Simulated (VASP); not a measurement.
# Ga2O3 (R-3c) in VASP: settings compared, part 2 of 2

VASP 6.6.1.

**3. Band structure, PBE**

This run uses another cell than the first one, of 10.10 Å³/atom, 1.040 times its volume.

POSCAR reads:

```
Ga2O3                                   
1.0
    2.5321628461      1.4619448994      4.5460399549
   -2.5321628461      1.4619448994      4.5460399549
    0.0000000000     -2.9238897989      4.5460399549
  Ga              O             
     4     6
Direct
     0.6440689665579745    0.6440689665579745    0.6440689665579745
     0.8559310334420255    0.8559310334420255    0.8559310334420255
     0.1440689665579744    0.1440689665579744    0.1440689665579744
     0.3559310334420255    0.3559310334420255    0.3559310334420255
     0.4470203774288343    0.0529796225711657    0.7500000000000000
     0.9470203774288286    0.2499999999999941    0.5529796225711774
     0.0529796225711715    0.7500000000000059    0.4470203774288226
     0.7499999999999941    0.4470203774288284    0.0529796225711774
     0.2500000000000058    0.5529796225711714    0.9470203774288226
     0.5529796225711656    0.9470203774288344    0.2500000000000000
```

INCAR.step1 reads:

```
SYSTEM = Ga2O3
  PREC = Accurate
  ENCUT = 520
  EDIFF = 1E-7
  ISMEAR = 0
  SIGMA = 0.02
  LREAL = .False.
  LASPH = .True.
  NELM = 80
  ALGO = Normal
  ISIF = 2
  LWAVE = .False.
  LCHARG = .True.
  GGA = PE
  KPAR = 4
```

KPOINTS.step1 reads:

```
Automatic mesh
0
Gamma
  6 6 6
  0 0 0
```

INCAR.step2 reads:

```
SYSTEM = Ga2O3
  PREC = Accurate
  ENCUT = 520
  EDIFF = 1E-7
  ISMEAR = 0
  SIGMA = 0.05
  LREAL = .False.
  LASPH = .True.
  NELM = 80
  ALGO = Normal
  ISIF = 2
  LWAVE = .False.
  LCHARG = .False.
  GGA = PE
  ICHARG = 11
  KPAR = 4
```

KPOINTS.step2 reads:

```
path GLB1,BZGX,QFP1Z,LP
15
line-mode
reciprocal
 0.0000000000  0.0000000000  0.0000000000  G
 0.5000000000  0.0000000000  0.0000000000  L

 0.5000000000  0.0000000000  0.0000000000  L
 0.5000000000  0.2337696953 -0.2337696953  B1

 0.7662303047  0.5000000000  0.2337696953  B
 0.5000000000  0.5000000000  0.5000000000  Z

 0.5000000000  0.5000000000  0.5000000000  Z
 0.0000000000  0.0000000000  0.0000000000  G

 0.0000000000  0.0000000000  0.0000000000  G
 0.3668848476  0.0000000000 -0.3668848476  X

 0.6331151524  0.3668848476  0.0000000000  Q
 0.5000000000  0.5000000000  0.0000000000  F

 0.5000000000  0.5000000000  0.0000000000  F
 0.6331151524  0.6331151524  0.2337696953  P1

 0.6331151524  0.6331151524  0.2337696953  P1
 0.5000000000  0.5000000000  0.5000000000  Z

 0.5000000000  0.0000000000  0.0000000000  L
 0.7662303047  0.3668848476  0.3668848476  P
```

Potentials or basis: VASP PAW PBE potentials, release 64 (Ga_d, O).

Started as:

```console
$ cat potpaw_PBE.64/Ga_d/POTCAR potpaw_PBE.64/O/POTCAR > POTCAR
$ cp INCAR.step1 INCAR
$ cp KPOINTS.step1 KPOINTS
$ mpirun -np 4 vasp_std > vasp.out
$ cp INCAR.step2 INCAR
$ cp KPOINTS.step2 KPOINTS
$ mpirun -np 4 vasp_std > vasp.out
```

It took 3.2 min on 4 MPI ranks of Intel Xeon Platinum 8488C (Sapphire Rapids), shared host; peak memory 0.58 GiB.

Results (log left out):

```yaml
Band_gap_on_the_k_mesh: 2.35 eV, indirect (least direct gap 2.58 eV)
Band_gap_along_the_path: 2.35 eV, indirect (least direct gap 2.58 eV)
```

Levels at the corners of the path, in eV from the valence-band top:
| point | band 42 | band 43 | band 44 | band 45 | band 46 | band 47 |
| --- | --- | --- | --- | --- | --- | --- |
| Γ | -0.31 | -0.23 | -0.23 | 2.35 | 6.27 | 6.52 |
| L | -0.92 | -0.15 | -0.15 | 5.97 | 5.97 | 6.33 |
| L | -0.92 | -0.15 | -0.15 | 5.97 | 5.97 | 6.33 |
| B1 | -0.54 | -0.33 | -0.33 | 6.26 | 6.26 | 6.80 |
| B | -0.54 | -0.33 | -0.33 | 6.26 | 6.26 | 6.80 |
| Z | -0.29 | -0.29 | -0.29 | 5.44 | 5.44 | 7.44 |
| Z | -0.29 | -0.29 | -0.29 | 5.44 | 5.44 | 7.44 |
| Γ | -0.31 | -0.23 | -0.23 | 2.35 | 6.27 | 6.52 |
| Γ | -0.31 | -0.23 | -0.23 | 2.35 | 6.27 | 6.52 |
| X | -0.48 | -0.47 | -0.18 | 6.05 | 6.19 | 6.74 |
| Q | -0.48 | -0.47 | -0.18 | 6.05 | 6.19 | 6.74 |
| F | -0.69 | -0.25 | -0.15 | 6.08 | 6.30 | 7.19 |
| F | -0.69 | -0.25 | -0.15 | 6.08 | 6.30 | 7.19 |
| P1 | -0.58 | -0.47 | -0.30 | 6.13 | 6.62 | 6.67 |
| P1 | -0.58 | -0.47 | -0.30 | 6.13 | 6.62 | 6.67 |
| Z | -0.29 | -0.29 | -0.29 | 5.44 | 5.44 | 7.44 |
| L | -0.92 | -0.15 | -0.15 | 5.97 | 5.97 | 6.33 |
| P | -0.58 | -0.47 | -0.30 | 6.13 | 6.62 | 6.67 |

Caveat: the log is that of the step along the path at fixed density, whose energy, stress, charges and moments have no meaning. As with any semilocal functional, this PBE gap is likely too small.

**4. Band structure, LDA**

This run uses another cell than the first one, of 8.52 Å³/atom, 0.878 times its volume.

INCAR reads:

```
SYSTEM = Ga2O3
PREC = Accurate
ENCUT = 300
EDIFF = 1E-7
ISMEAR = 0
SIGMA = 0.02
LREAL = .FALSE.
LASPH = .TRUE.
NELM = 80
ALGO = Normal
ISIF = 2
LWAVE = .FALSE.
LCHARG = .FALSE.
KPAR = 4
```

KPOINTS reads:

```
Automatic mesh
0
G
  3 3 3
  0 0 0
```

POSCAR reads:

```
Ga2O3                                   
1.0
    2.4009274542      1.3861761108      4.2681729047
   -2.4009274542      1.3861761108      4.2681729047
    0.0000000000     -2.7723522216      4.2681729047
  Ga              O             
     4     6
Direct
     0.6432802159634874    0.6432802159634874    0.6432802159634874
     0.8567197840365126    0.8567197840365126    0.8567197840365126
     0.1432802159634873    0.1432802159634873    0.1432802159634873
     0.3567197840365128    0.3567197840365128    0.3567197840365128
     0.4489425546362740    0.0510574453637260    0.7500000000000000
     0.9489425546367530    0.2500000000004790    0.5510574453627682
     0.0510574453632471    0.7499999999995209    0.4489425546372319
     0.7500000000004791    0.4489425546367530    0.0510574453627681
     0.2499999999995211    0.5510574453632470    0.9489425546372318
     0.5510574453637260    0.9489425546362740    0.2500000000000000
```

KPOINTS_OPT reads:

```
path GLB1,BZGX,QFP1Z,LP
10
line-mode
reciprocal
 0.0000000000  0.0000000000  0.0000000000  G
 0.5000000000  0.0000000000  0.0000000000  L

 0.5000000000  0.0000000000  0.0000000000  L
 0.5000000000  0.2337696953 -0.2337696953  B1

 0.7662303047  0.5000000000  0.2337696953  B
 0.5000000000  0.5000000000  0.5000000000  Z

 0.5000000000  0.5000000000  0.5000000000  Z
 0.0000000000  0.0000000000  0.0000000000  G

 0.0000000000  0.0000000000  0.0000000000  G
 0.3668848476  0.0000000000 -0.3668848476  X

 0.6331151524  0.3668848476  0.0000000000  Q
 0.5000000000  0.5000000000  0.0000000000  F

 0.5000000000  0.5000000000  0.0000000000  F
 0.6331151524  0.6331151524  0.2337696953  P1

 0.6331151524  0.6331151524  0.2337696953  P1
 0.5000000000  0.5000000000  0.5000000000  Z

 0.5000000000  0.0000000000  0.0000000000  L
 0.7662303047  0.3668848476  0.3668848476  P
```

Potentials or basis: VASP PAW LDA potentials, release 64 (Ga_d, O).

Started as:

```console
$ cat potpaw_LDA.64/Ga_d/POTCAR potpaw_LDA.64/O/POTCAR > POTCAR
$ mpirun -np 4 vasp_std > vasp.out
```

OUTCAR:

```text
SYSTEM = Ga2O3
   PREC = Accurate
   ENCUT = 300
   EDIFF = 1E-7
   ISMEAR = 0
   LREAL = .FALSE.
   LASPH = .TRUE.
   NELM = 80
   ISIF = 2

 ion  position               nearest neighbor table
   1  0.643  0.643  0.643-   9 1.85  10 1.85   6 1.85   8 1.99   7 1.99   5 1.99   2 2.73   4 2.84
                             4 2.84   4 2.84
   2  0.857  0.857  0.857-   6 1.85  10 1.85   9 1.85   7 1.99   8 1.99   5 1.99   1 2.73   3 2.84
                             3 2.84   3 2.84
   3  0.143  0.143  0.143-   7 1.85   5 1.85   8 1.85   6 1.99   9 1.99  10 1.99   4 2.73   2 2.84
                             2 2.84   2 2.84
   4  0.357  0.357  0.357-   8 1.85   5 1.85   7 1.85   9 1.99   6 1.99  10 1.99   3 2.73   1 2.84
                             1 2.84   1 2.84
   5  0.449  0.051  0.750-   3 1.85   4 1.85   1 1.99   2 1.99
   6  0.949  0.250  0.551-   2 1.85   1 1.85   3 1.99   4 1.99
   7  0.051  0.750  0.449-   3 1.85   4 1.85   2 1.99   1 1.99
   8  0.750  0.449  0.051-   4 1.85   3 1.85   1 1.99   2 1.99
   9  0.250  0.551  0.949-   1 1.85   2 1.85   4 1.99   3 1.99
  10  0.551  0.949  0.250-   1 1.85   2 1.85   3 1.99   4 1.99

[... 197 lines left out ...]
      4     -11.6628      2.00000
      5     -11.6525      2.00000
      6     -11.6525      2.00000
[... 319 lines left out ...]
     51      16.8881      0.00000
     52      17.3301      0.00000

------------------------ aborting loop because EDIFF is reached ----------------------------------------

  FORCE on cell =-STRESS in cart. coord.  units (eV):
  Direction    XX          YY          ZZ          XY          YZ          ZX
  --------------------------------------------------------------------------------------
  -------------------------------------------------------------------------------------
  Total       -9.3363993     -9.3363993    -11.7039638      0.0000000      0.0000000      0.0000000
  in kB     -175.5089614   -175.5089611   -220.0152824      0.0000000      0.0000000      0.0000000
  external PRESSURE =    -190.3444016 kB  Pullay stress =       0.0000000 kB

 VOLUME and BASIS-vectors are now :
 -----------------------------------------------------------------------------
  energy-cutoff  :      300.00
  volume of cell :       85.23
      direct lattice vectors                 reciprocal lattice vectors
     2.400927454  1.386176111  4.268172905     0.208252856  0.120234843  0.078097430
    -2.400927454  1.386176111  4.268172905    -0.208252856  0.120234843  0.078097430
     0.000000000 -2.772352222  4.268172905     0.000000000 -0.240469685  0.078097430

 POSITION                                       TOTAL-FORCE (eV/Angst)
 -----------------------------------------------------------------------------------
      0.00000      0.00000      8.23689         0.000000     -0.000000      0.028472
      0.00000      0.00000     10.96988         0.000000     -0.000000     -0.028472
      0.00000      0.00000      1.83463         0.000000     -0.000000      0.028472
      0.00000      0.00000      4.56763         0.000000     -0.000000     -0.028472
      0.95529     -1.38618      5.33522         0.005591     -0.000000      0.000000
      1.67811      0.13422      7.46930         0.002796      0.004842     -0.000000
     -1.67811     -0.13422      5.33522        -0.002796     -0.004842     -0.000000
      0.72282      1.52040      5.33522        -0.002796      0.004842     -0.000000
     -0.72282     -1.52040      7.46930         0.002796     -0.004842     -0.000000
     -0.95529      1.38618      7.46930        -0.005591     -0.000000      0.000000
 -----------------------------------------------------------------------------------
    total drift:                                0.000000     -0.000000      0.000000

  FREE ENERGIE OF THE ION-ELECTRON SYSTEM (eV)
  ---------------------------------------------------
  free  energy   TOTEN  =       -68.4506415672 eV

  energy  without entropy=      -68.4506415672  energy(sigma->0) =      -68.45064157
```

stdout:

```text
POSCAR found type information on POSCAR GaO
 POSCAR found :  2 types and      10 ions
 scaLAPACK will be used
 LDA part: xc-table for (Slater(with rela. corr.)+CA(PZ))
 , standard interpolation
 POSCAR, INCAR and KPOINTS ok, starting setup
 FFT: planning ... GRIDC
 FFT: planning ... GRID_SOFT
 FFT: planning ... GRID
 WAVECAR not read
 entering main loop
 Start KPOINTS_OPT (optional k-point list driver)
k-point batch [1-6\90]
k-point batch [7-12\90]
k-point batch [13-18\90]
k-point batch [19-24\90]
k-point batch [25-30\90]
k-point batch [31-36\90]
k-point batch [37-42\90]
k-point batch [43-48\90]
k-point batch [49-54\90]
k-point batch [55-60\90]
k-point batch [61-66\90]
k-point batch [67-72\90]
k-point batch [73-78\90]
k-point batch [79-84\90]
k-point batch [85-90\90]
```

It took 58 s on 4 MPI ranks of Intel Xeon Platinum 8375C at 2.90GHz (Ice Lake), shared host; peak memory 0.15 GiB.

The run converged, but a check on its numbers failed (symmetry, net force, bounds or a known fault of this set-up), so they aren't taken as properties of the crystal.

Caveat: the k mesh is coarse (spacing up to 0.53 Å⁻¹), so the values aren't converged; the cutoff lies under the usual one of these potentials, so the numbers hold a large basis-set error.

**5. Band structure, PBEsol**

POSCAR reads:

```
Ga2O3                                   
1.0
    2.5017298205      1.4443743840      4.4846472834
   -2.5017298205      1.4443743840      4.4846472834
    0.0000000000     -2.8887487679      4.4846472834
  Ga              O             
     4     6
Direct
     0.6440994627465026    0.6440994627465026    0.6440994627465026
     0.8559005372534974    0.8559005372534974    0.8559005372534974
     0.1440994627465028    0.1440994627465028    0.1440994627465028
     0.3559005372534972    0.3559005372534972    0.3559005372534972
     0.4472138551568126    0.0527861448431874    0.7500000000000000
     0.9472138551568209    0.2500000000000084    0.5527861448431708
     0.0527861448431791    0.7499999999999918    0.4472138551568293
     0.7500000000000082    0.4472138551568209    0.0527861448431707
     0.2499999999999916    0.5527861448431791    0.9472138551568292
     0.5527861448431873    0.9472138551568127    0.2500000000000000
```

INCAR.step1 reads:

```
SYSTEM = Ga2O3
  ALGO = Normal
  EDIFF = 1E-6
  ENCUT = 520
  GGA = PS
  ISIF = 2
  ISMEAR = 0
  KPAR = 4
  LASPH = .True.
  LCHARG = .True.
  LREAL = .False.
  LWAVE = .False.
  NBANDS = 55
  NELM = 100
  PREC = Accurate
  SIGMA = 0.02
```

KPOINTS.step1 reads:

```
k-points
0
Gamma
  6 6 6
  0 0 0
```

INCAR.step2 reads:

```
SYSTEM = Ga2O3
  ALGO = Normal
  EDIFF = 1E-6
  ENCUT = 520
  GGA = PS
  ICHARG = 11
  ISIF = 2
  ISMEAR = 0
  KPAR = 4
  LASPH = .True.
  LCHARG = .False.
  LREAL = .False.
  LWAVE = .False.
  NBANDS = 55
  NELM = 100
  PREC = Accurate
  SIGMA = 0.05
```

KPOINTS.step2 is that of step 3.

Potentials or basis: VASP PAW PBE potentials, release 64 (Ga_d, O).

Started as:

```console
$ cat potpaw_PBE.64/Ga_d/POTCAR potpaw_PBE.64/O/POTCAR > POTCAR
$ cp INCAR.step1 INCAR
$ cp KPOINTS.step1 KPOINTS
$ mpirun -np 4 vasp_std > vasp.out
$ cp INCAR.step2 INCAR
$ cp KPOINTS.step2 KPOINTS
$ mpirun -np 4 vasp_std > vasp.out
```

Run time: 79 s. Hardware: 4 MPI ranks of Intel Xeon 6975P-C (Granite Rapids), shared host; peak memory 0.58 GiB.

The run converged. Its results:

| Item | Value |
| --- | --- |
| Band gap on the k mesh | 2.68 eV, indirect (least direct gap 2.94 eV) |
| Band gap along the path | 2.68 eV, indirect (least direct gap 2.94 eV) |

Levels at the corners of the path, in eV from the valence-band top:
| point | band 42 | band 43 | band 44 | band 45 | band 46 | band 47 |
| --- | --- | --- | --- | --- | --- | --- |
| Γ | -0.32 | -0.26 | -0.26 | 2.68 | 6.56 | 6.65 |
| L | -0.99 | -0.15 | -0.15 | 6.29 | 6.29 | 6.60 |
| L | -0.99 | -0.15 | -0.15 | 6.29 | 6.29 | 6.60 |
| B1 | -0.57 | -0.34 | -0.34 | 6.58 | 6.58 | 7.12 |
| B | -0.57 | -0.34 | -0.34 | 6.58 | 6.58 | 7.12 |
| Z | -0.31 | -0.31 | -0.31 | 5.75 | 5.75 | 7.72 |
| Z | -0.31 | -0.31 | -0.31 | 5.75 | 5.75 | 7.72 |
| Γ | -0.32 | -0.26 | -0.26 | 2.68 | 6.56 | 6.65 |
| Γ | -0.32 | -0.26 | -0.26 | 2.68 | 6.56 | 6.65 |
| X | -0.51 | -0.49 | -0.18 | 6.38 | 6.48 | 7.05 |
| Q | -0.51 | -0.49 | -0.18 | 6.38 | 6.48 | 7.05 |
| F | -0.70 | -0.25 | -0.15 | 6.43 | 6.64 | 7.45 |
| F | -0.70 | -0.25 | -0.15 | 6.43 | 6.64 | 7.45 |
| P1 | -0.62 | -0.48 | -0.31 | 6.45 | 6.96 | 7.04 |
| P1 | -0.62 | -0.48 | -0.31 | 6.45 | 6.96 | 7.04 |
| Z | -0.31 | -0.31 | -0.31 | 5.75 | 5.75 | 7.72 |
| L | -0.99 | -0.15 | -0.15 | 6.29 | 6.29 | 6.60 |
| P | -0.62 | -0.48 | -0.31 | 6.45 | 6.96 | 7.04 |

Caveat: the log is that of the step along the path at fixed density, whose energy, stress, charges and moments have no meaning; the PAW data sets were made with another functional, which shifts forces and pressure a little.

**6. Summary**

| level | cell | k mesh | mesh quality | gap on the mesh (eV) |
| --- | --- | --- | --- | --- |
| PBEsol | R-3c, 9.7 Å³/atom | 2 × 2 × 2 | coarse | 2.84 |
| PBE | R-3c, 10.1 Å³/atom | 6 × 6 × 6 | not flagged | 2.35 |
| PBEsol | R-3c, 9.72 Å³/atom | 6 × 6 × 6 | not flagged | 2.68 |

Alike in all rows: task band structure; potentials or basis VASP PAW PBE potentials, release 64 (Ga_d, O); no spin polarisation; cutoff (eV) 520; smearing gaussian 0.02 eV.

Caveats: some runs use coarse meshes; the PAW data sets were made with another functional, which shifts forces and pressure a little (some runs); the mesh misses the band edges, which the band path finds closer together (some runs).

Absolute energies hang on the potentials; compare differences alone.
